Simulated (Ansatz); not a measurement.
**Ru: course of a relaxation**

These are results of DFT PBEsol, scalar-relativistic, plane waves, PAW in Ansatz, not measurements. (420 eV cutoff, 24×24×12 k-mesh, Gaussian smearing of 0.10 eV, no spin polarisation)

What was changed: biaxial strain in the a-b plane, c and atoms relaxed: -3.0 %.

Command:

```bash
ansatz run input.yaml --threads 1 --pin off --max-ram 2560MiB --backend cpu --events-out ev --progress --plain --runs-dir out
```

Input:

```yaml
crystal:
  lattice:
    - [2.6087967654, 0.0, 0.0]
    - [-1.3043983827, 2.2592842721, 0.0]
    - [0.0, 0.0, 4.3284780235]
  atoms:
    - { symbol: Ru, position: [0.3333333333, 0.6666666667, 0.25] }
    - { symbol: Ru, position: [0.6666666667, 0.3333333333, 0.75] }
basis:
  ecutwfc: 420
kpoints:
  mp_grid: { grid: [24, 24, 12] }
hamiltonian:
  xc: pbesol
scf:
  occupations: { method: gaussian, width: 0.1 }
output:
  forces: true
  stress: true
  eigenvalues: true
relax:
  adjacent_minimum: "off"
  f_tol: 0.008
  max_steps: 40
  cell: { stress_tol: 0.015, fix: [a, b, gamma] }
```

F is the free energy. Steps run on the plane waves of an earlier cell, but the last one, and at times one on the way, on a freshly chosen basis, so a repeated geometry can differ a little in energy. The held parts of the cell keep their stress, so P needn't end at zero.

Steps:

| step | F − F(1) (eV) | largest force component (eV/Å) | V (Å³/atom) | P (GPa) |
| --- | --- | --- | --- | --- |
| 1 | 0.0000 | 0.000 | 12.756 | 16.94 |
| 2 | -0.0001 | 0.000 | 12.721 | 18.03 |
| 3 | -0.0002 | 0.000 | 12.736 | 17.57 |
| 4 | -0.0002 | 0.000 | 12.736 | 17.57 |

Relaxed structure:

```xyz
2
Lattice="2.6088 0.0000 0.0000 -1.3044 2.2593 0.0000 0.0000 0.0000 4.3216" Properties=species:S:1:pos:R:3 pbc="T T T"
Ru    0.0000    1.5062    1.0804
Ru    1.3044    0.7531    3.2412
```

Symmetry: P6_3/mmc, No. 194, hexagonal system. Conventional cell: a = 2.609 Å, b = 2.609 Å, c = 4.322 Å, α = 90.00°, β = 90.00°, γ = 120.00°. Ru (site symmetry -6m2) is surrounded by 12 Ru at 2.61 to 2.63 Å.

The run converged. The run took 45 s on 1 thread of Intel(R) Xeon(R) Platinum 8259CL CPU @ 2.50GHz (Skylake/Cascade Lake) (shared host), peak memory 0.53 GiB.